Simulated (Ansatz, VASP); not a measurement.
Given: the input of a run of Ansatz 0.2.0 on In.

Contents of input.yaml:

```yaml
crystal:
  lattice:
    - [3.335484782, 0.0, 0.0]
    - [-1.667742391, 2.8886145552, 0.0]
    - [0.0, 0.0, 5.50914292]
  atoms:
    - { symbol: In, position: [0.670015, 0.335907, 0.749045] }
    - { symbol: In, position: [0.320374, 0.680221, 0.25626] }
hamiltonian:
  xc: lda
  pseudopotentials: { kind: paw }
kpoints:
  mp_grid: { grid: [9, 9, 5] }
scf:
  occupations: { method: tetrahedron }
output:
  forces: true
  stress: true
  efg: {}
```

Potentials or basis: Ansatz PAW.

Run with:

```sh
$ ansatz run input.yaml --threads 2 --pin off --max-ram 5632MiB --backend cpu --events-out ev --progress --plain --runs-dir out
```

Question: Set up the same calculation for VASP 6.6.1. Potentials there: VASP PAW LDA potentials, release 54 (In_d).

Answer: As run (the cutoff follows the program's own potentials):

INCAR

```
SYSTEM = In
PREC     = Accurate       ! precision mode
ENCUT    = 520            ! plane-wave cutoff, eV
EDIFF    = 1E-8           ! SCF threshold, eV
ISMEAR   = -5             ! smearing method
SIGMA    = 0.05           ! smearing width, eV
LREAL    = .False.        ! projectors in reciprocal space
LASPH    = .True.         ! aspherical terms in the spheres
NELM     = 100            ! most SCF steps
ALGO     = Normal         ! electronic algorithm
ISIF     = 2              ! what is computed and relaxed
LWAVE    = .False.        ! write WAVECAR
LCHARG   = .False.        ! write CHGCAR
LEFG     = .True.
```

Contents of KPOINTS:

```
regular mesh
0
Gamma
  9 9 5
  0 0 0
```

Contents of POSCAR:

```
In
1.0
    3.3354847820      0.0000000000      0.0000000000
   -1.6677423910      2.8886145552      0.0000000000
    0.0000000000      0.0000000000      5.5091429200
In
2
Cartesian
    1.6746184929      0.9703058494      4.1265959585
   -0.0658307954      1.9648962814      1.4117729647
```

Potentials or basis: VASP PAW LDA potentials, release 54 (In_d).

The run is started by

```console
$ cat potpaw_LDA.54/In_d/POTCAR > POTCAR
$ mpirun -np 1 vasp_std > vasp.out
```

Both were run:

|  | VASP | Ansatz | Ansatz less VASP |
| --- | --- | --- | --- |
| gap on the k mesh at the Fermi level (eV) | none | none | - |
| pressure (GPa) | -2.4 | -2.4 | 0.00 |
| largest component of the traceless stress (GPa) | 0.31 | 0.30 | -0.007 |
| rms of the force components (eV/Å) | 0.053 | 0.052 | -0.0015 |
| Vzz of the field gradient on the site that differs most (V/Å²) | -5.0 | -5.5 | -0.53 |

Atom by atom the forces differ by 0.002 eV/Å (rms over components). A gap of «none» marks a metal or a gap that the smearing closes.

Caveats: tetrahedron occupations give inexact forces and stress in metals (VASP); the PAW data sets come from PBE, with cores solved anew for the run's functional, which leaves a small shift of forces and pressure (Ansatz); with tetrahedron occupations forces and stress needn't match the slope of the energy (Ansatz).
